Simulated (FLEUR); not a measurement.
CoO under changes of volume

One of the cells (9.684 Å³/atom); the others are scaled copies at fixed shape and fractional positions:

```
Co O
1.0
     0.00000    2.13150    2.13150
     2.13150    0.00000    2.13150
     2.13150    2.13150    0.00000
Co O
1 1
Direct
  0.00000 0.00000 0.00000
  0.50000 0.50000 0.50000
```

- Program: FLEUR MaX-R8.1 (later development tree)
- Functional: PBE
- Potentials or basis: all-electron
- Basis: FLAPW
- Kmax: 4.78 1/bohr
- k mesh: 11 × 11 × 11
- Occupations: fermi-dirac, width 0.05 eV
- Spin: collinear spin, ferromagnetic start
- Starting moments: [2.0, 0.0] μB

| volume (Å³/atom) | energy over the lowest point (meV/atom) | moment (μB per cell) |
| --- | --- | --- |
| 9.103 | 12.27 | 2.78 |
| 9.297 | 3.47 | 2.83 |
| 9.684 | 0.00 | 2.93 |
| 10.071 | ? | ? |
| 10.265 | 23.68 | 2.99 |

Question: What does the run at 10.071 Å³/atom give?

Answer: Energy over the lowest point 12.23 meV/atom; moment 2.98 μB per cell.

Worked out: A Birch-Murnaghan fit of order 2 (a polynomial in V^(-2/3)) to the other rows has its minimum at 9.57 Å³/atom with B0 = V·E''(V) = 172 GPa. It gives 12.41 meV/atom at 10.071 Å³/atom, against the run's 12.23. A parabola through the other rows of the moment, of slope 0.0858 μB per Å³/atom there, gives 2.98 μB, against the run's 2.98.

Energies are extrapolated to zero smearing.

Caveats: a cell with one magnetic atom can't hold antiferromagnetic order, which such compounds often take.
